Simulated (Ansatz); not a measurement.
# Ta (Im-3m) in Ansatz: further runs

The runs below take Ta through single point, with PBE.

Everything below comes from runs of Ansatz 0.2.0. Logs are shortened: lines on timing, memory, paths and dates and some standing lists are left out, and cuts for length are marked.

### 1 The crystal as given

It takes space group Im-3m (No. 229, cubic). Conventional cell: a = 3.303 Å, b = 3.303 Å, c = 3.303 Å, α = 90.00°, β = 90.00°, γ = 90.00°. Ta (site symmetry m-3m) has 8 Ta at 2.86 Å as nearest neighbours.

### 2 Single point, PBE

Input file input.yaml:

```yaml
crystal:
  lattice:
    - [-1.65128, 1.65128, 1.65128]
    - [1.65128, -1.65128, 1.65128]
    - [1.65128, 1.65128, -1.65128]
  atoms:
    - { symbol: Ta, position: [0.0, 0.0, 0.0] }
kpoints:
  mp_grid: { grid: [4, 4, 4] }
scf:
  occupations: { method: fermi_dirac, width: 0.04 }
hamiltonian:
  xc: pbe
  pseudopotentials: { kind: all_electron, lapw: { basis_error: 0.003 } }
output:
  forces: true
  stress: true
  eigenvalues: true
```

Potentials or basis: all-electron LAPW, scalar-relativistic.

Command:

```console
> ansatz run input.yaml --threads 1 --pin off --max-ram 3072MiB --backend cpu --events-out ev --progress --plain --runs-dir out
```

Log:

```text
Warning: RAYON_NUM_THREADS=1 ignored (pool sized by the plan → 1); use --threads N
LAPW: plane waves up to 7.758 Å⁻¹, error target 3.0e-3 eV per atom; small_component_spin mean_spin; Ta in spheres of 1.430 Å, 37 of its electrons in bands, Dirac shells [] (how accurate: hamiltonian.pseudopotentials.lapw.basis_error, Limitations)
Engine: ansatz 0.2.0, x86_64-unknown-linux-gnu
Pseudopotentials: kind: all_electron
Pseudopotential: Ta, LAPW, valence charge 37, lapw/all_electron/scalar/gaussian/Ta, Koelling and Harmon's equation, gaussian nucleus
Functional definition: PBE
  parameter kappa = 0.804
  parameter beta = 0.06672455060314922
  exchange = pbe_x(kappa = kappa, mu = beta*pi^2/3)
  correlation = pbe_c(beta = beta)
Crystal: 1 atoms, lattice volume = 18.010 Å³
Basis set: ecut = 229.30800468505615 eV, 141 PW (Γ), exchange–correlation at level 2
Bands: 23, of which v1, the nominal top of the filled ones, is band 19 counted from 1 (18 counted from 0)
Symmetry: 48 space group operations
Space group: Im-3m (ITA 229), of the structure as read, at distance tolerance 2.6e-5 Å
k-points: 8 of 64
Non-local potential: Ta, projectors of the file, none
Initial density: superposition of atomic densities (chi_scale 0.1, normalization cell)
Initial wavefunctions: plane waves of lowest kinetic energy (no species holds an atomic orbital)
Functional: x = pbe(κ = 0.804, μ = 0.2195149727645171), c = pbe(β = 0.06672455060314922)
iter 1 solved again at ethr=2.20e-4 eV; its pass at ethr=1.00e-1 eV (dr2=8.14e-2 eV) is discarded
SCF iter   1: F=—  HF=-424569.339904 eV  |F-HF|=—  |Δ(HF+E_count)|=         —  Δρ=2.60e-2  dr2=8.18e-2  ethr=2.20e-4  ⟨swp⟩=2.9  Hψ=1165  notcnv=0
preconditioner: auto → none  [insulator: Δε(μ)=0.950 eV  Ē_g=24.513 eV  σ=0.040 eV  W_gap=0.58  n_scr=12 (ndim 8)  ℏωp=43.7 eV  f_vac=0.000  D(μ)=2.28/eV (n_scr^D=42)  ε∞_Penn≈4.2]
SCF iter   2: F=—  HF=-424569.213776 eV  |F-HF|=—  |Δ(HF+E_count)|=   1.26e-1  Δρ=8.70e-3  dr2=8.38e-3  ethr=2.20e-4  ⟨swp⟩=2.0  Hψ=576  notcnv=0
SCF iter   3: F=—  HF=-424569.202067 eV  |F-HF|=—  |Δ(HF+E_count)|=   1.17e-2  Δρ=4.23e-3  dr2=1.94e-3  ethr=2.27e-5  ⟨swp⟩=2.0  Hψ=538  notcnv=0
iter 4 solved again at ethr=2.72e-7 eV; its pass at ethr=5.23e-6 eV (dr2=1.00e-4 eV) is discarded
SCF iter   4: F=—  HF=-424569.198942 eV  |F-HF|=—  |Δ(HF+E_count)|=   3.13e-3  Δρ=1.07e-3  dr2=1.01e-4  ethr=2.72e-7  ⟨swp⟩=2.0  Hψ=908  notcnv=0
SCF iter   5: F=—  HF=-424569.199018 eV  |F-HF|=—  |Δ(HF+E_count)|=   7.65e-5  Δρ=6.74e-5  dr2=3.50e-7  ethr=2.72e-7  ⟨swp⟩=2.0  Hψ=538  notcnv=0
SCF iter   6: F=-424569.199019 eV  HF=-424569.199019 eV  |F-HF|=3.09e-9  |Δ(HF+E_count)|=   9.19e-7  Δρ=4.91e-6  dr2=3.25e-9  ethr=9.47e-10  ⟨swp⟩=2.2  Hψ=540  notcnv=0
SCF 1 converged in 6 iterations: F = -424569.199019 eV  dr2 = 3.25e-9
SCF converged after 6 iterations
Free energy (F): -424569.199019 eV
Harris-Foulkes:  -424569.199019 eV  (|F-HF|=3.09e-9)
Internal energy: -424569.188828 eV  (E = F + TS)
E sigma→0 (E₀):  -424569.193923 eV
Entropy (-TS):   -0.010191 eV (-10.191 meV/atom)
Fermi energy:    24.726670 eV
--- Per-component energies (eV) ---
  E_band       = -1851.688508
  E_kinetic    = 473936.007710
  E_xc         = -8623.664177
  E_electrostatic = -889881.532361  (all electrons and nuclei)
  E_smearing   = -0.010191  (= −TS)
  E_closure    = 0.000000  (closes the sum)
  E_atoms      = -424559.369556  (free atoms, spherical and without spin; not in F)
  Σ components = -424569.199019   (vs F -424569.199019, Δ=0.00e0)
  Basis errors (estimates in eV, not in F): energy 7.2e-4 per atom: plane waves 6.3e-4 (3.3e-4 summed), levels above the bands 1.6e-95, relativity 1.3e-7, radial functions 8.8e-5, core shells 1.3e-6; eigenvalues (radial functions only) 3.1e-6; not estimated: angular momenta, meshes, grids; target (lapw.basis_error) 3.0e-3; muffin-tin radii Ta 1.430 Å
--- Forces (eV/Å), atoms counted from 1 ---
  atom   1  Ta    -0.00000000     0.00000000     0.00000000
  max |Σ_I F_I| component: 1.18e-30 eV/Å
--- Stress (GPa, compression-positive) ---
        3.088759       0.000000       0.000000
        0.000000       3.088759       0.000000
        0.000000       0.000000       3.088759
  P = ⅓ Tr σ = 3.0888 GPa (30.888 kbar)
--- Band table (eV; the first three rows and the last of 8) ---
  k-point 0: bands = ["-191.1687", "-191.1687", "-191.1523", "-191.1523", "-191.1523", "-42.3095", "-8.2538", "-8.2538", "-8.2538", "5.9265", "5.9265", "5.9265", "5.9792", "5.9792", "5.9792", "6.0280", "16.9054", "25.5254", "25.5254", "25.5254", "28.8016", "28.8016", "39.4037"]
  k-point 1: bands = ["-191.1687", "-191.1687", "-191.1523", "-191.1523", "-191.1523", "-42.2518", "-8.8658", "-8.4474", "-8.2574", "5.9339", "5.9479", "5.9488", "5.9621", "5.9653", "5.9750", "6.0056", "19.1916", "24.2428", "24.7132", "28.1237", "28.2142", "28.9871", "39.6747"]
  k-point 2: bands = ["-191.1687", "-191.1687", "-191.1523", "-191.1523", "-191.1523", "-42.1935", "-9.4301", "-8.6349", "-8.2613", "5.9332", "5.9334", "5.9403", "5.9718", "5.9793", "5.9849", "5.9989", "20.4296", "23.2539", "26.3980", "28.6836", "29.7131", "32.5912", "36.5184"]
  k-point 7: bands = ["-191.1687", "-191.1687", "-191.1523", "-191.1523", "-191.1523", "-42.1076", "-9.0743", "-9.0743", "-9.0743", "5.9172", "5.9450", "5.9450", "5.9450", "5.9956", "5.9956", "5.9956", "20.9995", "20.9995", "31.6257", "31.6257", "31.6257", "33.4069", "33.4069"]
```

Run time: 3.6 s. Hardware: 1 thread of Intel Xeon at 2.50GHz (Skylake/Cascade Lake), shared host; peak memory 0.24 GiB.

Results:

```
Free energy            : -424569.1990 eV
Pressure               : 3.1 GPa
Band gap on the k mesh : none (metal or under the smearing width)
```

Caveat: the k mesh is coarse (spacing up to 0.67 Å⁻¹), so the values aren't converged; the k mesh is thin for a metal, which can move the energy by tens of meV per atom. The run has no spin-orbit coupling, so splittings on Ta are missing.

### 3 Single point, PBE

Input file input.yaml:

```yaml
crystal:
  lattice:
    - [-1.65128, 1.65128, 1.65128]
    - [1.65128, -1.65128, 1.65128]
    - [1.65128, 1.65128, -1.65128]
  atoms:
    - { symbol: Ta, position: [0.0, 0.0, 0.0] }
kpoints:
  mp_grid: { grid: [11, 11, 11] }
scf:
  occupations: { method: gaussian, width: 0.013 }
hamiltonian:
  xc: pbe
  pseudopotentials: { kind: all_electron, lapw: { basis_error: 0.001 } }
output:
  forces: true
  stress: true
  eigenvalues: true
```

Potentials or basis: all-electron LAPW, scalar-relativistic.

Command:

```console
> ansatz run input.yaml --threads 1 --pin off --max-ram 3072MiB --backend cpu --events-out ev --progress --plain --runs-dir out
```

Wall time 15 s (1 thread of Intel Xeon at 2.50GHz (Skylake/Cascade Lake), shared host); peak memory 0.29 GiB.

It converged, with:

* Free energy: -424569.1083 eV
* Pressure: 2.1 GPa
* Band gap on the k mesh: none (metal or under the smearing width)

Levels at points of the mesh, in eV from the Fermi level:
```csv
k point,band 16,band 17,band 18,band 19,band 20,band 21
"(0.00, 0.00, 0.00)",-18.70,-7.85,0.78,0.78,0.78,4.06
```

### 4 Single point, PBE

input.yaml, as its differences from that of step 3:

```diff
@@ -10,3 +10,3 @@
 scf:
-  occupations: { method: gaussian, width: 0.013 }
+  occupations: { method: gaussian, width: 0.014 }
 hamiltonian:
```

Potentials or basis: all-electron LAPW, scalar-relativistic.

Command:

```console
> ansatz run input.yaml --threads 1 --pin off --max-ram 3072MiB --backend cpu --events-out ev --progress --plain --runs-dir out
```

Log:

```text
Warning: RAYON_NUM_THREADS=1 ignored (pool sized by the plan → 1); use --threads N
LAPW: plane waves up to 8.288 Å⁻¹, error target 1.0e-3 eV per atom; small_component_spin mean_spin; Ta in spheres of 1.430 Å, 37 of its electrons in bands, Dirac shells [] (how accurate: hamiltonian.pseudopotentials.lapw.basis_error, Limitations)
[... 8 set-up lines as earlier in the session ...]
Crystal: 1 atoms, lattice volume = 18.010 Å³
Basis set: ecut = 261.74233129142016 eV, 177 PW (Γ), exchange–correlation at level 2
Bands: 23, of which v1, the nominal top of the filled ones, is band 19 counted from 1 (18 counted from 0)
[... 2 set-up lines as earlier in the session ...]
k-points: 56 of 1331
[... 4 set-up lines as earlier in the session ...]
[... 12 lines left out ...]
Free energy (F): -424569.108283 eV
Harris-Foulkes:  -424569.108283 eV  (|F-HF|=1.98e-8)
Internal energy: -424569.108233 eV  (E = F + TS)
E sigma→0 (E₀):  -424569.108258 eV
Entropy (-TS):   -0.000050 eV (-0.050 meV/atom)
Fermi energy:    24.759691 eV
--- Per-component energies (eV) ---
  E_band       = -1850.618536
  E_kinetic    = 473935.476375
  E_xc         = -8623.685380
  E_electrostatic = -889880.899229  (all electrons and nuclei)
  E_smearing   = -0.000050  (= −TS)
  E_closure    = 0.000000  (closes the sum)
  E_atoms      = -424559.369556  (free atoms, spherical and without spin; not in F)
  Σ components = -424569.108283   (vs F -424569.108283, Δ=0.00e0)
  Basis errors (estimates in eV, not in F): energy 2.6e-4 per atom: plane waves 2.2e-4 (1.1e-4 summed), levels above the bands 0.0e0, relativity 6.8e-8, radial functions 3.8e-5, core shells 1.3e-6; eigenvalues (radial functions only) 2.0e-6; not estimated: angular momenta, meshes, grids; target (lapw.basis_error) 1.0e-3; muffin-tin radii Ta 1.430 Å
--- Forces (eV/Å), atoms counted from 1 ---
  atom   1  Ta    -0.00000000    -0.00000000    -0.00000000
  max |Σ_I F_I| component: 1.50e-31 eV/Å
--- Stress (GPa, compression-positive) ---
        2.065154      -0.000000       0.000000
       -0.000000       2.065154      -0.000000
        0.000000      -0.000000       2.065154
  P = ⅓ Tr σ = 2.0652 GPa (20.652 kbar)
--- Band table (eV; the first three rows and the last of 56) ---
  k-point 0: bands = ["-191.1407", "-191.1407", "-191.1228", "-191.1228", "-191.1228", "-42.2767", "-8.2231", "-8.2231", "-8.2231", "5.9564", "5.9564", "5.9564", "6.0081", "6.0081", "6.0081", "6.0596", "16.9059", "25.5432", "25.5432", "25.5432", "28.8160", "28.8160", "39.4013"]
  k-point 1: bands = ["-191.1407", "-191.1407", "-191.1228", "-191.1228", "-191.1228", "-42.2676", "-8.3241", "-8.2543", "-8.2237", "5.9580", "5.9599", "5.9603", "6.0046", "6.0068", "6.0070", "6.0547", "17.2701", "25.3096", "25.4634", "25.9046", "28.4674", "28.8187", "39.7167"]
  k-point 2: bands = ["-191.1407", "-191.1407", "-191.1228", "-191.1228", "-191.1228", "-42.2430", "-8.5879", "-8.3372", "-8.2252", "5.9615", "5.9694", "5.9706", "5.9958", "6.0019", "6.0048", "6.0439", "18.2566", "24.7440", "25.0852", "26.9574", "28.1165", "28.8745", "40.1619"]
  k-point 55: bands = ["-191.1407", "-191.1407", "-191.1228", "-191.1228", "-191.1228", "-42.0781", "-9.0454", "-9.0276", "-9.0276", "5.9505", "5.9730", "5.9745", "5.9745", "6.0238", "6.0246", "6.0246", "21.1041", "21.1461", "30.6329", "30.6329", "31.4546", "32.8119", "34.6277"]
```

Run time: 15 s. Hardware: 1 thread of Intel Xeon at 2.50GHz (Skylake/Cascade Lake), shared host; peak memory 0.3 GiB.

What came out:

| Quantity | Value |
| --- | --- |
| Free energy | -424569.1083 eV |
| Pressure | 2.1 GPa |
| Band gap on the k mesh | none (metal or under the smearing width) |

Spin-orbit coupling is left out, which matters for the levels of Ta.

### 5 The runs side by side

```csv
k mesh,cutoff (eV),smearing,basis error allowed,mesh quality,gap on the mesh (eV),pressure (GPa)
4 × 4 × 4,229,fermi-dirac 0.04 eV,0.003 eV/atom,coarse,none,3.1
11 × 11 × 11,262,gaussian 0.013 eV,0.001 eV/atom,not flagged,none,2.1
11 × 11 × 11,262,gaussian 0.014 eV,0.001 eV/atom,not flagged,none,2.1
```

Alike in all rows: task single point; level PBE; potentials or basis all-electron LAPW, scalar-relativistic; no spin polarisation; cell as given.

Caveats: some runs use coarse meshes; the k mesh is thin for a metal, which can move the energy by tens of meV per atom (some runs).

Compare energies only between runs with the same functional and basis.
